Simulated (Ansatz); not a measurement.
## ScAl$_{3}$ (Pm-3m), a vibration from a frozen displacement

All numbers below come from Ansatz 0.2.0, DFT PBE, scalar-relativistic, plane waves, PAW. The runs took a 420 eV cutoff, a Γ-centred 12×12×12 mesh and Gaussian smearing (0.15 eV). No spin polarisation. Energies are free energies at this smearing, counted from the undisturbed cell; pressure is positive in compression.

Zero of the scan (relaxed at this level; it needn't be the usual structure):

```yaml
crystal:
  lattice:
    - [4.10533, 0.00000, 0.00000]
    - [0.00000, 4.10533, 0.00000]
    - [0.00000, 0.00000, 4.10533]
  atoms:
    - { symbol: Sc, position: [0.00000, 0.00000, 0.00000] }
    - { symbol: Al, position: [0.50000, 0.00000, 0.50000] }
    - { symbol: Al, position: [0.00000, 0.50000, 0.50000] }
    - { symbol: Al, position: [0.50000, 0.50000, 0.00000] }
```

Atom 1 (Sc) is moved by x along the Cartesian unit vector (0.707, -0.707, 0.000); the cell and all other atoms stay fixed. The cell's volume is 69.19 Å³; the moved atoms weigh 44.956 u together and the others 80.945 u. Some rows repeat others by symmetry and weren't run.

```csv
x (Å),ΔE (meV/cell),total force on the moved atoms along the move (eV/Å),pressure (GPa)
-0.1000,46.88,0.9402,0.2905
-0.0833,32.50,0.7818,0.2144
-0.0667,20.83,0.6252,0.1526
-0.0500,11.70,0.4682,0.1041
-0.0333,5.19,0.3116,0.0696
-0.0167,1.30,0.1561,0.0489
0.0000,0.00,0.0000,0.0420
0.0167,1.30,-0.1561,0.0489
0.0333,5.19,-0.3116,0.0696
0.0500,11.70,-0.4682,0.1041
0.0667,20.83,-0.6252,0.1526
0.0833,32.50,-0.7818,0.2144
0.1000,46.88,-0.9402,0.2905
```

**Question.** What frequency belongs to this motion?

**Answer.** The force constant is k = −dF/dx = 9.349 eV/Å², from the parabola through x = -0.0167, 0 and 0.0167. In every cell the moved atoms swing against the rest, so the mass is μ = m₁m₂/(m₁ + m₂) = 28.903 u, and ν̃ = 521.5 cm⁻¹ × √(|k|/μ) = 297 cm⁻¹. The pattern needn't be a normal mode: ν̃² is then a weighted mean of the squared nonzero frequencies at the zone centre of this cell, so it lies between the lowest and the highest of them.

**Question.** How far does the harmonic law reach?

**Answer.** At x = -0.100 Å, kx²/2 = 46.75 meV against the computed 46.88 meV (+0.3 %): the well is still close to harmonic there.

**Question.** The pressure changes with x². What does that say about the frequency under compression?

**Answer.** With E = k(V)x²/2, k ∝ V^(−2γ) and x scaling with the cell as V^(1/3), P − P0 = −∂E/∂V = (2γ − 2/3) ΔE/V. At x = 0.0333 Å, V(P − P0) = 69.19 × 0.02755 / 160.2 eV = 11.90 meV and ΔE = 5.19 meV, so γ = 1/3 + V(P − P0)/(2ΔE) = 1.48. This is the Grüneisen parameter of the motion under uniform scaling of the cell: shrinking the cell evenly by 1 % in volume raises the frequency by about 1.48 %.

In a metal these slopes depend on the k mesh and the smearing.